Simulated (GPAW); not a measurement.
Here is a GPAW 26.7.0 calculation.

The input run.py:

```python
import numpy as np
from ase.dft.bandgap import bandgap
from ase.io import read, write
from gpaw import GPAW, PW
from gpaw.response.df import DielectricFunction

atoms = read('POSCAR')

calc = GPAW(mode=PW(400),
            xc='PBE',
            kpts={'size': (6, 6, 6), 'gamma': True},
            occupations={'name': 'fermi-dirac', 'width': 0.001},
            nbands=18,
            convergence={'density': 1e-06},
            maxiter=150,
            txt='gpaw.txt')
atoms.calc = calc
energy = atoms.get_potential_energy()
calc.write('gs.gpw')
write('result.traj', atoms)
print(f'Energy: {energy:.6f} eV')
print('Fermi level:', round(calc.get_fermi_level(), 4), 'eV')
print(f'Gap: {bandgap(calc)[0]:.4f} eV, direct: {bandgap(calc, direct=True)[0]:.4f} eV')

for size in [(20, 20, 20)]:
    name = 'x'.join(str(n) for n in size)
    dense = calc.fixed_density(kpts={'size': size, 'gamma': True},
                               nbands=35, convergence={'bands': 29, 'eigenstates': 1e-7},
                               update_fermi_level=True, txt=f'dense-{name}.txt')
    dense.write(f'{name}.gpw', mode='all')
    df = DielectricFunction(f'{name}.gpw', frequencies=np.array([0.0]), hilbert=False, eta=0.001,
                            ecut=80, nbands=29, intraband=False, txt=f'df-{name}.txt')
    for xc in ['RPA']:
        for direction in ['x', 'y', 'z', [0, 1, 1], [1, 0, 1], [1, 1, 0]]:
            e0, e = df.get_macroscopic_dielectric_constant(xc=xc, direction=direction)
            print(f'{name} {xc} {direction}: {e0:.4f} without, {e:.4f} with local fields')
```

File POSCAR:

```
CdS
1.0
    0.0000000000      2.9358151324      2.9358151324
    2.9358151324      0.0000000000      2.9358151324
    2.9358151324      2.9358151324      0.0000000000
Cd S
1 1
Direct
    0.0000000000      0.0000000000      0.0000000000
    0.7500000000      0.7500000000      0.7500000000
```

Potentials or basis: GPAW PAW data sets (gpaw-data 1.2.1), pw.

The run is started by

```bash
$ OMP_NUM_THREADS=1 python run.py
```

Question: Estimate the electronic dielectric tensor (diagonal).

Answer: 5.81.

Question: Estimate the band gap on the k mesh.

Answer: 1.08 eV, direct.

Electronic dielectric tensor:
```
5.81 0.00 0.00
0.00 5.81 0.00
0.00 0.00 5.81
```

Caveat: the long-wavelength limit can be off by several per cent where d states take part. A k mesh can miss the band edges.
